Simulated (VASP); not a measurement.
Set up this calculation in VASP 6.6.1, as the native input.

```yaml
Task: single point
Functional: BLYP
Dispersion: D3(BJ)
Potentials_or_basis: VASP PAW PBE potentials, release 64 (Al, O)
Cutoff: 520 eV
k_mesh: 7 × 7 × 7
Occupations: fermi-dirac, width 0.05 eV
Spin: no spin polarisation
Dipole_correction: no
Further_INCAR_settings: ALGO = Fast; EDIFF = 1e-06; NBANDS = 35
```

The structure of Al2O3 (Corundum) lies in POSCAR:

```
Al2O3
1.0
    2.4269334206      1.4011906636      4.4168267984
   -2.4269334206      1.4011906636      4.4168267984
    0.0000000000     -2.8023813274      4.4168267984
Al O
4 6
Direct
    0.8521600000      0.8521600000      0.8521600000
    0.6478400000      0.6478400000      0.6478400000
    0.1478400000      0.1478400000      0.1478400000
    0.3521600000      0.3521600000      0.3521600000
    0.0566800000      0.7500000000      0.4433200000
    0.7500000000      0.4433200000      0.0566800000
    0.4433200000      0.0566800000      0.7500000000
    0.9433200000      0.2500000000      0.5566800000
    0.2500000000      0.5566800000      0.9433200000
    0.5566800000      0.9433200000      0.2500000000
```

One way to write it, as run:

INCAR

```
PREC = Accurate ; ENCUT = 520
EDIFF = 1E-6 ; ISMEAR = -1
SIGMA = 0.05 ; LREAL = False
LASPH = True ; NELM = 80
ALGO = Fast ; ISIF = 2
LWAVE = False ; LCHARG = False
GGA = B5 ; ALDAX = 1.0
AGGAX = 1.0 ; AGGAC = 1.0
ALDAC = 0.0 ; IVDW = 12
VDW_S6 = 1.0 ; VDW_S8 = 2.6996
VDW_A1 = 0.4298 ; VDW_A2 = 4.2359
NBANDS = 35
```

KPOINTS

```
regular mesh
0
Gamma
  7 7 7
```

Potentials or basis: VASP PAW PBE potentials, release 64 (Al, O).

The run is started by

```bash
$ cat potpaw_PBE.64/Al/POTCAR potpaw_PBE.64/O/POTCAR > POTCAR
$ mpirun -np 1 vasp_std > vasp.out
```

Results of the run:

```json
{
 "Pressure": "-11.0 GPa",
 "Largest force": "0.069 eV/Å",
 "Band gap on the k mesh": "5.74 eV, direct",
 "Dispersion energy per atom": "-0.478 eV"
}
```

Caveat: the PAW data sets were made with another functional, which shifts forces and pressure a little; an odd mesh through Γ misses points on the zone boundary, where band edges often lie.

Wall time 3.5 min on 1 thread of Intel(R) Xeon(R) Platinum 8488C (Sapphire Rapids) (shared host), peak memory 0.3 GiB.
